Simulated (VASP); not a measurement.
Crystal: Pt.

```
Pt
1.0
     4.70011    0.00000    0.00000
    -2.35005    4.07041    0.00000
     0.00000    0.00000    2.88137
Pt
3
Direct
  0.00000 0.00000 0.00000
  0.33333 0.66667 0.50000
  0.66667 0.33333 0.50000
```

The cell was built by a generator and needn't be a form met in nature.

| Property | Result |
| --- | --- |
| Program | VASP 6.6.1 |
| Task | relaxation of cell and atoms |
| Functional | r2SCAN |
| Potentials or basis | VASP PAW PBE potentials, release 64 (Pt) |
| Cutoff | 600 eV |
| k mesh | 6 × 6 × 6 |
| Occupations | gaussian, width 0.1 eV |
| Spin | no spin polarisation |

At the start: pressure -26.0 GPa; volume 18.37 Å³/atom.

Problem. How do energy, volume and symmetry change on relaxing?

Solution. Over 7 steps the energy falls by 260.3 meV/atom and the volume is 15.70 Å³/atom (-14.6 %); space group P6/mmm (No. 191, to 0.05 Å).

Step by step:
```tsv
step	energy change (eV)	largest force (eV/Å)	pressure (GPa)	volume (Å³)
1	0.0000	0.0000	-26.03	55.12
2	4.3701	0.0000	180.86	34.57
3	-0.7661	0.0000	-3.61	47.84
4	-0.7729	0.0000	-1.55	47.44
5	-0.7745	0.0000	0.12	47.13
6	-0.7794	0.0000	0.27	47.08
7	-0.7809	0.0000	0.17	47.09
```

Final structure:
```xyz
3
Lattice="4.4867 0.0000 0.0000 -2.2434 3.8856 0.0000 0.0000 0.0000 2.7013" Properties=species:S:1:pos:R:3 pbc="T T T"
Pt    0.0000    0.0000    0.0000
Pt    0.0000    2.5904    1.3507
Pt    2.2434    1.2952    1.3507
```

Caveat: the k mesh is coarse (spacing up to 0.36 Å⁻¹), so the values aren't converged; the PAW data sets were made with another functional, which shifts forces and pressure a little.
